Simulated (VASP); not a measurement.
# Ti16Si31 (a cell with a defect) in VASP: relaxation of the atoms with PBE

Aim: the relaxation of the atoms of Ti16Si31 (a cell with a defect) with PBE.

Everything below comes from runs of VASP 6.6.1. Logs are shortened: lines on timing, memory, paths and dates and some standing lists are left out, and cuts for length are marked.

### Step 1. The structure

The cell holds a defect, 47 atoms: a = 9.546 Å, b = 8.236 Å, c = 8.523 Å, α = 90.00°, β = 90.00°, γ = 90.00°.

### Step 2. Relaxation of the atoms, PBE

INCAR reads:

```
SYSTEM = Ti16Si31
PREC = Accurate ; ENCUT = 520
EDIFF = 1E-7 ; ISMEAR = 1
SIGMA = 0.1 ; LREAL = .False.
LASPH = .True. ; NELM = 80
ALGO = Normal ; ISIF = 2
LWAVE = .False. ; LCHARG = .False.
GGA = PE ; IBRION = 2
NSW = 60 ; EDIFFG = -0.02
```

KPOINTS reads:

```
Automatic mesh
0
Gamma
  3 3 3
  0 0 0
```

POSCAR reads:

```
Ti16Si31
1.0
    9.5460000000      0.0000000000      0.0000000000
    0.0000000000      8.2360000000      0.0000000000
    0.0000000000      0.0000000000      8.5230000000
Ti Si
16 31
Direct
    0.8750000000      0.7500000000      0.7500000000
    0.1250000000      0.2500000000      0.7500000000
    0.1250000000      0.7500000000      0.2500000000
    0.3750000000      0.7500000000      0.7500000000
    0.6250000000      0.2500000000      0.7500000000
    0.6250000000      0.7500000000      0.2500000000
    0.8750000000      0.2500000000      0.2500000000
    0.3750000000      0.2500000000      0.2500000000
    0.7500000000      0.5000000000      0.5000000000
    0.0000000000      0.0000000000      0.5000000000
    0.0000000000      0.5000000000      0.0000000000
    0.2500000000      0.5000000000      0.5000000000
    0.5000000000      0.0000000000      0.5000000000
    0.5000000000      0.5000000000      0.0000000000
    0.7500000000      0.0000000000      0.0000000000
    0.2500000000      0.0000000000      0.0000000000
    0.8750000000      0.5830000000      0.2500000000
    0.8750000000      0.0830000000      0.7500000000
    0.1250000000      0.0830000000      0.2500000000
    0.3750000000      0.5830000000      0.2500000000
    0.3750000000      0.0830000000      0.7500000000
    0.6250000000      0.5830000000      0.7500000000
    0.1250000000      0.5830000000      0.7500000000
    0.6250000000      0.4170000000      0.2500000000
    0.8750000000      0.4170000000      0.7500000000
    0.1250000000      0.4170000000      0.2500000000
    0.3750000000      0.9170000000      0.2500000000
    0.3750000000      0.4170000000      0.7500000000
    0.6250000000      0.9170000000      0.7500000000
    0.1250000000      0.9170000000      0.7500000000
    0.7500000000      0.1670000000      0.5000000000
    0.0000000000      0.6670000000      0.5000000000
    0.0000000000      0.1670000000      0.0000000000
    0.2500000000      0.1670000000      0.5000000000
    0.5000000000      0.6670000000      0.5000000000
    0.5000000000      0.1670000000      0.0000000000
    0.7500000000      0.6670000000      0.0000000000
    0.2500000000      0.6670000000      0.0000000000
    0.7500000000      0.8330000000      0.5000000000
    0.0000000000      0.3330000000      0.5000000000
    0.0000000000      0.8330000000      1.0000000000
    0.2500000000      0.8330000000      0.5000000000
    0.5000000000      0.3330000000      0.5000000000
    0.5000000000      0.8330000000      0.0000000000
    0.7500000000      0.3330000000      0.0000000000
    0.2500000000      0.3330000000      0.0000000000
    0.7500000000      0.0000000000      0.2500000000
```

Potentials or basis: VASP PAW PBE potentials, release 64 (Ti_sv, Si).

The run is started by

```console
$ cat potpaw_PBE.64/Ti_sv/POTCAR potpaw_PBE.64/Si/POTCAR > POTCAR
$ mpirun -np 8 vasp_std > vasp.out
```

OUTCAR:

```text
SYSTEM = Ti16Si31
   PREC = Accurate
   ENCUT = 520
   EDIFF = 1E-7
   ISMEAR = 1
   LREAL = .False.
   LASPH = .True.
   NELM = 80
   ISIF = 2
   GGA = PE
   IBRION = 2
   NSW = 60
   EDIFFG = -0.02

 ion  position               nearest neighbor table
   1  0.875  0.750  0.750-  32 2.54  37 2.54  39 2.54  41 2.54  18 2.74  25 2.74  23 2.75  22 2.75
                            29 2.75  30 2.75
   2  0.125  0.250  0.750-  33 2.54  34 2.54  40 2.54  46 2.54  23 2.74  30 2.74  18 2.75  25 2.75
                            28 2.75  21 2.75
   3  0.125  0.750  0.250-  32 2.54  38 2.54  41 2.54  42 2.54  19 2.74  26 2.74  17 2.75  27 2.75
                            20 2.75
   4  0.375  0.750  0.750-  35 2.54  38 2.54  42 2.54  44 2.54  21 2.74  28 2.74  23 2.75  22 2.75
                            29 2.75  30 2.75
   5  0.625  0.250  0.750-  31 2.54  36 2.54  43 2.54  45 2.54  22 2.74  29 2.74  18 2.75  25 2.75
                            28 2.75  21 2.75
   6  0.625  0.750  0.250-  47 2.38  37 2.54  39 2.54  44 2.54  35 2.54  24 2.74  27 2.75  20 2.75
                            17 2.75
   7  0.875  0.250  0.250-  47 2.38  33 2.54  40 2.54  45 2.54  31 2.54  17 2.74  26 2.75  19 2.75
                            24 2.75
   8  0.375  0.250  0.250-  34 2.54  36 2.54  43 2.54  46 2.54  20 2.74  27 2.74  26 2.75  19 2.75
                            24 2.75
   9  0.750  0.500  0.500-  17 2.54  22 2.54  24 2.54  25 2.54  31 2.74  39 2.74  35 2.75  32 2.75
[... 60 lines left out ...]
                            13 2.75  10 2.75
  40  0.000  0.333  0.500-   2 2.54   7 2.54  25 2.54  26 2.54  10 2.74  31 2.75  34 2.75  32 2.75
                            12 2.75   9 2.75
  41  0.000  0.833  0.000-   1 2.54   3 2.54  30 2.54  11 2.74  37 2.75  38 2.75  33 2.75  15 2.75
                            16 2.75
  42  0.250  0.833  0.500-   3 2.54   4 2.54  27 2.54  30 2.54  12 2.74  32 2.75  35 2.75  34 2.75
                            13 2.75  10 2.75
  43  0.500  0.333  0.500-   5 2.54   8 2.54  24 2.54  28 2.54  13 2.74  31 2.75  34 2.75  35 2.75
                             9 2.75  12 2.75
  44  0.500  0.833  0.000-   4 2.54   6 2.54  27 2.54  29 2.54  14 2.74  37 2.75  38 2.75  36 2.75
                            16 2.75  15 2.75
  45  0.750  0.333  0.000-   5 2.54   7 2.54  24 2.54  25 2.54  15 2.74  33 2.75  36 2.75  37 2.75
                            11 2.75  14 2.75
  46  0.250  0.333  0.000-   2 2.54   8 2.54  26 2.54  28 2.54  16 2.74  33 2.75  36 2.75  38 2.75
                            11 2.75  14 2.75
  47  0.750  0.000  0.250-  15 2.13   7 2.38   6 2.38  31 2.54  39 2.54

  LATTYP: Found a simple orthorhombic cell.
 ALAT       =     8.2360000000
 B/A-ratio  =     1.0348470131
 C/A-ratio  =     1.1590577950

  Lattice vectors:

 A1 = (   0.0000000000,   8.2360000000,   0.0000000000)
 A2 = (   0.0000000000,   0.0000000000,   8.5230000000)
 A3 = (   9.5460000000,   0.0000000000,   0.0000000000)

Analysis of symmetry for initial positions (statically):
=====================================================================
 Subroutine PRICEL returns:
 Original cell was already a primitive cell.

 Routine SETGRP: Setting up the symmetry group for a
 simple orthorhombic supercell.

 Subroutine GETGRP returns: Found  2 space group operations
 (whereof  1 operations were pure point group operations)
 out of a pool of  8 trial point group operations.

The static configuration has the point symmetry C_1 .
 The point group associated with its full space group is C_2 .

Analysis of symmetry for dynamics (positions and initial velocities):
=====================================================================
 Subroutine PRICEL returns:
 Original cell was already a primitive cell.

 Routine SETGRP: Setting up the symmetry group for a
 simple orthorhombic supercell.

 Subroutine GETGRP returns: Found  2 space group operations
 (whereof  1 operations were pure point group operations)
 out of a pool of  8 trial point group operations.

The dynamic configuration has the point symmetry C_1 .
 The point group associated with its full space group is C_2 .

 Subroutine INISYM returns: Found  2 space group operations
 (whereof  1 operations are pure point group operations),
 and found     1 'primitive' translations

----------------------------------------------------------------------------------------

                                     Primitive cell

  volume of cell :     670.0856

  direct lattice vectors                    reciprocal lattice vectors
[... 137 lines left out ...]
  0.333333  0.333333  0.000000      2.000000
 -0.333333  0.333333  0.000000      2.000000
  0.000000  0.000000  0.333333      2.000000
  0.333333  0.000000  0.333333      4.000000
  0.000000  0.333333  0.333333      4.000000
  0.333333  0.333333  0.333333      4.000000
 -0.333333  0.333333 -0.333333      4.000000
   k-points           NKPTS =     10   k-points in BZ     NKDIM =     10   number of bands    NBANDS=    192
   number of dos      NEDOS =    301   number of ions     NIONS =     47
   total plane-waves  NPLWV = 294912
   dimension x,y,z NGX =    72 NGY =   64 NGZ =   64
   dimension x,y,z NGXF=   144 NGYF=  128 NGZF=  128
   ions per type =              16  31
   NGX,Y,Z   is equivalent  to a cutoff of  12.54, 12.92, 12.48 a.u.
   NGXF,Y,Z  is equivalent  to a cutoff of  25.08, 25.84, 24.97 a.u.
 SYSTEM =  Ti16Si31
   PREC   = accura    normal or accurate (medium, high low for compatibility)
   ISTART =      0    job   : 0-new  1-cont  2-samecut
   ICHARG =      2    charge: 1-file 2-atom 10-const
   ISPIN  =      1    spin polarized calculation?
   LNONCOLLINEAR =      F non collinear calculations
   LSORBIT =      F    spin-orbit coupling
   LASPH  =      T    aspherical Exc in radial PAW
   ENCUT  =  520.0 eV  38.22 Ry    6.18 a.u.  17.75 15.31 15.85*2*pi/ulx,y,z
   NELM   =     80;   NELMIN=  2; NELMDL= -5     # of ELM steps
   EDIFF  = 0.1E-06   stopping-criterion for ELM
   LREAL  =      F    real-space projection
   EDIFFG = -.2E-01   stopping-criterion for IOM
   NSW    =     60    number of steps for IOM
   IBRION =      2    ionic relax: 0-MD 1-quasi-New 2-CG
   NFREE  =      1    steps in history (QN), initial steepest desc. (CG)
   ISIF   =      2    stress and relaxation
   ISYM   =      2    0-nonsym 1-usesym 2-fastsym
   POTIM  = 0.5000    time-step for ionic-motion
   TEBEG  =    0.0;   TEEND  =   0.0 temperature during run
   PSTRESS=    0.0 pullay stress
   NELECT =     316.0000    total number of electrons
   NUPDOWN=      -1.0000    fix difference up-down
   EMIN   =  10.00;   EMAX   =-10.00  energy-range for DOS
   EFERMI =   0.00;   METHOD = LEGACY
   ISMEAR =     1;   SIGMA  =   0.10  broadening in eV -4-tet -1-fermi 0-gaus
   EFERMI_NEDOS =   21; number of points for ismear=-14 and -15
   IALGO  =     38    algorithm
   IMIX   =      4    mixing-type and parameters
     AMIX     =   0.40;   BMIX     =  1.00
     AMIX_MAG =   1.60;   BMIX_MAG =  1.00
  volume/ion in A,a.u.               =      14.26        96.21
  Fermi-wavevector in a.u.,A,eV,Ry     =   1.274267  2.408015 22.092547  1.623756
  Thomas-Fermi vector in A             =   2.407044
   LORBIT       =      0    0 simple, 1 ext, 2 COOP (PROOUT), +10 PAW based schemes
   GGA     = PE    functional components
   LHFCALC =     F    Hartree Fock is set to
   AEXX    =    0.0000 exact exchange contribution
   IVDW    =     0    specifies the selected vdW correction
   LEPSILON=     F    determine dielectric tensor
   LRPA    =     F    only Hartree local field effects (RPA)
 conjugate gradient relaxation of ions
 non-spin polarized calculation
 Methfessel and Paxton  Order N= 1 SIGMA  =   0.10
  energy-cutoff  :      520.00
  volume of cell :      670.09
 maximum number of plane-waves:     18068
   NGX = 35   NGY = 31   NGZ = 31

--------------------------------------- Ionic step        1  -------------------------------------------

 number of electron     316.0000002 magnetization

 Free energy of the ion-electron system (eV)
  ---------------------------------------------------
  ext. energy  EPLUGINS =         0.00000000
  ---------------------------------------------------
  free energy    TOTEN  =      -315.80938059 eV

  energy without entropy =     -315.80121901  energy(sigma->0) =     -315.80666006

------------------------ aborting loop because EDIFF is reached ----------------------------------------

  FORCE on cell =-STRESS in cart. coord.  units (eV):
  Direction    XX          YY          ZZ          XY          YZ          ZX
  --------------------------------------------------------------------------------------
  -------------------------------------------------------------------------------------
  Total       13.0319622      8.5358262     16.9984104      2.5162875      0.0000000      0.0000000
  in kB       31.1594753     20.4091958     40.6432694      6.0164538      0.0000000      0.0000000
  external PRESSURE =      30.7373135 kB  Pullay stress =       0.0000000 kB
[... 224 lines left out ...]
  FREE ENERGIE OF THE ION-ELECTRON SYSTEM (eV)
  ---------------------------------------------------
  free  energy   TOTEN  =      -316.7810152425 eV

  energy  without entropy=     -316.7789096083  energy(sigma->0) =     -316.78031336

[... ionic steps 4 to 11 ...]

--------------------------------------- Ionic step       12  -------------------------------------------

 number of electron     315.9999996 magnetization

------------------------ aborting loop because EDIFF is reached ----------------------------------------
[... 157 lines left out ...]
--------------------------------------- Ionic step       14  -------------------------------------------

 number of electron     315.9999996 magnetization

 Free energy of the ion-electron system (eV)
  ---------------------------------------------------
  ext. energy  EPLUGINS =         0.00000000
  ---------------------------------------------------
  free energy    TOTEN  =      -317.22234259 eV

  energy without entropy =     -317.22431064  energy(sigma->0) =     -317.22299860

 E-fermi :   9.8990     XC(G=0): -11.6359

 val. band max:        9.8929436481   @ k =   0.0000   0.3333   0.3333
 cond. band min:       9.9039253726   @ k =   0.3333   0.3333   0.3333
 fundamental gap:      0.0109817245
 Fermi energy:         9.8989842369

 k-point     1 :       0.0000    0.0000    0.0000
  band No.  band energies     occupation
      1     -46.5253      2.00000
      2     -46.5253      2.00000
      3     -46.4985      2.00000
      4     -46.4107      2.00000
      5     -46.3940      2.00000
      6     -46.3940      2.00000
[... 1719 lines left out ...]
    169      10.9350     -0.00000
    170      10.9897     -0.00000
 [bands above 170 left out]

------------------------ aborting loop because EDIFF is reached ----------------------------------------

  FORCE on cell =-STRESS in cart. coord.  units (eV):
  Direction    XX          YY          ZZ          XY          YZ          ZX
  --------------------------------------------------------------------------------------
  -------------------------------------------------------------------------------------
  Total       13.6305342      7.3336870     11.7554630      0.7197548      0.0000000      0.0000000
  in kB       32.5906636     17.5348760     28.1073606      1.7209368      0.0000000      0.0000000
  external PRESSURE =      26.0776334 kB  Pullay stress =       0.0000000 kB
[... 62 lines left out ...]
  FREE ENERGIE OF THE ION-ELECTRON SYSTEM (eV)
  ---------------------------------------------------
  free  energy   TOTEN  =      -317.2223425870 eV

  energy  without entropy=     -317.2243106353  energy(sigma->0) =     -317.22299860

 reached required accuracy - stopping structural energy minimisation
```

Wall time 74 min (8 MPI ranks of Intel Xeon 6975P-C (Granite Rapids), shared host); peak memory 0.33 GiB.

Results:

| Property | Result |
| --- | --- |
| Free energy | -317.2223 eV |
| Energy gained by relaxing | 30.1 meV/atom |
| Ionic steps | 14 |
| Pressure after relaxing | 2.6 GPa |
| Largest force after relaxing | 0.019 eV/Å |
| Band gap on the k mesh | none (metal or under the smearing width) |

Forces on the atoms (eV/Å):
```
Ti   0.007 -0.002  0.016
Ti  -0.005  0.002 -0.006
Ti  -0.001  0.004  0.003
Ti   0.005 -0.002 -0.006
Ti  -0.007  0.002  0.016
Ti  -0.002  0.007  0.006
Ti   0.002 -0.007  0.006
Ti   0.001 -0.004  0.003
Ti   0.000  0.000  0.000
Ti  -0.004  0.003  0.004
Ti   0.002 -0.001 -0.006
Ti   0.000  0.000 -0.005
Ti   0.004 -0.003  0.004
Ti  -0.002  0.001 -0.006
Ti   0.000  0.000 -0.003
Ti   0.000  0.000 -0.017
Si   0.007 -0.001  0.003
Si   0.016  0.002  0.010
Si  -0.011  0.000  0.005
Si   0.004  0.004 -0.006
Si  -0.007  0.002  0.009
Si  -0.005  0.003  0.004
Si   0.000 -0.001 -0.011
Si  -0.007  0.001  0.003
Si   0.005 -0.003  0.004
Si  -0.004 -0.004 -0.006
Si   0.011  0.000  0.005
Si   0.000  0.001 -0.011
Si  -0.016 -0.002  0.010
Si   0.007 -0.002  0.009
Si   0.008 -0.001  0.000
Si  -0.004  0.004 -0.009
Si   0.001  0.003  0.009
Si   0.003 -0.003 -0.004
Si  -0.003  0.000 -0.007
Si   0.000  0.002 -0.006
Si   0.002 -0.005 -0.003
Si   0.003  0.003 -0.002
Si  -0.008  0.001  0.000
Si   0.003  0.000 -0.007
Si   0.000 -0.002 -0.006
Si  -0.003  0.003 -0.004
Si   0.004 -0.004 -0.009
Si  -0.001 -0.003  0.009
Si  -0.002  0.005 -0.003
Si  -0.003 -0.003 -0.002
Si   0.000  0.000  0.007
```

Stress tensor (GPa, compression positive):
```
3.26 0.17 0.00
0.17 1.75 0.00
0.00 0.00 2.81
```

The path:
```tsv
step	energy change (eV)	largest force (eV/Å)	pressure (GPa)
1	0.0000	5.8722	3.07
2	-0.9034	2.8425	3.02
3	-0.9716	1.6644	2.87
4	-1.2233	0.6493	2.75
5	-1.2811	0.4768	2.74
6	-1.3585	0.2966	2.67
7	-1.3822	0.2543	2.63
8	-1.4017	0.1046	2.62
9	-1.4040	0.1861	2.63
10	-1.4099	0.0578	2.61
11	-1.4103	0.0976	2.61
12	-1.4122	0.0353	2.61
13	-1.4123	0.0463	2.61
14	-1.4130	0.0192	2.61
```

Final structure:
```xyz
47
Lattice="9.5460 0.0000 0.0000 0.0000 8.2360 0.0000 0.0000 0.0000 8.5230" Properties=species:S:1:pos:R:3 pbc="T T T"
Ti    8.3608    6.1636    6.3928
Ti    1.1909    2.0592    6.3884
Ti    1.2385    6.1855    2.1156
Ti    3.5821    6.1768    6.3884
Ti    5.9582    2.0724    6.3928
Ti    5.9171    6.0779    2.1220
Ti    8.4019    2.1581    2.1220
Ti    3.5345    2.0505    2.1156
Ti    7.1595    4.1180    4.2280
Ti    9.5053    8.2149    4.2289
Ti    0.0002    4.1267    8.5170
Ti    2.3865    4.1180    4.2499
Ti    4.8137    0.0211    4.2289
Ti    4.7728    4.1093    8.5170
Ti    7.1595    0.0000    0.0055
Ti    2.3865    0.0000    8.5078
Si    8.3588    4.9405    2.1149
Si    8.3432    0.7076    6.3697
Si    1.1358    0.6780    2.1062
Si    3.5771    4.8116    2.1172
Si    3.5979    0.7200    6.3806
Si    5.9672    4.8266    6.3853
Si    1.1977    4.8313    6.3855
Si    5.9602    3.2955    2.1149
Si    8.3518    3.4094    6.3853
Si    1.1959    3.4244    2.1172
Si    3.6372    7.5580    2.1062
Si    3.5753    3.4047    6.3855
Si    5.9758    7.5284    6.3697
Si    1.1751    7.5160    6.3806
Si    7.1640    1.4909    4.3071
Si    0.0102    5.4929    4.2263
Si    9.5225    1.3300    8.5225
Si    2.3734    1.3348    4.2478
Si    4.7546    5.4456    4.2644
Si    4.7916    1.3231    0.0059
Si    7.1701    5.4779    0.0090
Si    2.3879    5.4680    8.5093
Si    7.1550    6.7451    4.3071
Si    0.0184    2.7904    4.2644
Si    9.5274    6.9129    0.0059
Si    2.3996    6.9012    4.2478
Si    4.7628    2.7431    4.2263
Si    4.7965    6.9060    8.5225
Si    7.1489    2.7581    0.0090
Si    2.3851    2.7680    8.5093
Si    7.1595    0.0000    2.5205
```

Levels at points of the mesh, in eV from the Fermi level:
| k point | band 154 | band 155 | band 156 | band 157 | band 158 | band 159 | band 160 | band 161 | band 162 | band 163 |
| --- | --- | --- | --- | --- | --- | --- | --- | --- | --- | --- |
| (0.00, 0.00, 0.00) | -0.44 | -0.31 | 0.04 | 0.05 | 0.20 | 0.34 | 0.56 | 0.57 | 0.62 | 0.64 |
